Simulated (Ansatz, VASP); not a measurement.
## One calculation of CaO, two programs

File INCAR:

```
SYSTEM = CaO
  PREC = Accurate
  ENCUT = 520
  EDIFF = 1E-6
  ISMEAR = 0
  SIGMA = 0.05
  LREAL = .False.
  LASPH = .True.
  NELM = 80
  ALGO = Normal
  ISIF = 2
  LWAVE = .False.
  LCHARG = .False.
  GGA = CA
  NBANDS = 15
```

The input KPOINTS:

```
Automatic mesh
0
Gamma
  8 8 8
  0 0 0
```

File POSCAR:

```
CaO
1.0
    0.0153062500      2.4490000000      2.4490000000
    2.4490000000      0.0153062500      2.4490000000
    2.4643062500      2.4643062500      0.0000000000
Ca O
1 1
Direct
    0.0000000000      0.0000000000      0.0000000000
    0.5000000000      0.5000000000      0.5000000000
```

Input for Ansatz:

```yaml
crystal:
  lattice:
    - [0.01530625, 2.449, 2.449]
    - [2.449, 0.01530625, 2.449]
    - [2.46430625, 2.46430625, 0.0]
  atoms:
    - { symbol: Ca, position: [0.0, 0.0, 0.0] }
    - { symbol: O, position: [0.5, 0.5, 0.5] }
basis:
  ecutwfc: 420
kpoints:
  mp_grid: { grid: [8, 8, 8] }
hamiltonian:
  xc: lda
scf:
  occupations: { method: gaussian, width: 0.05 }
output:
  forces: true
  stress: true
  eigenvalues: true
```

Change from the starting cell: strain +0.0125 x Voigt [0, 0, 0, 0, 0, 1], atoms carried along.

Alike in both runs: task single point; functional LDA; k mesh 8 × 8 × 8; occupations gaussian, width 0.05 eV; no spin polarisation.

|  | VASP | Ansatz |
| --- | --- | --- |
| version | VASP 6.6.1 | Ansatz 0.2.0 |
| potentials or method | VASP PAW LDA potentials, release 64 (Ca_sv, O) | scalar-relativistic, plane waves, PAW |
| plane-wave cutoff (eV) | 520 | 420 |
| valence electrons in the cell | 16 | 16 |

Ansatz gave:

```
gap on the k mesh at the Fermi level (eV)       : 3.48
least direct gap on the mesh (eV)               : 3.86
pressure (GPa)                                  : -11.8
largest component of the traceless stress (GPa) : 0.96
```

Question: What did VASP give for the same quantities?

Answer: gap on the k mesh at the Fermi level (eV): 3.46; least direct gap on the mesh (eV): 3.83; pressure (GPa): -11.2; largest component of the traceless stress (GPa): 0.96.

A k mesh can miss the band edges.
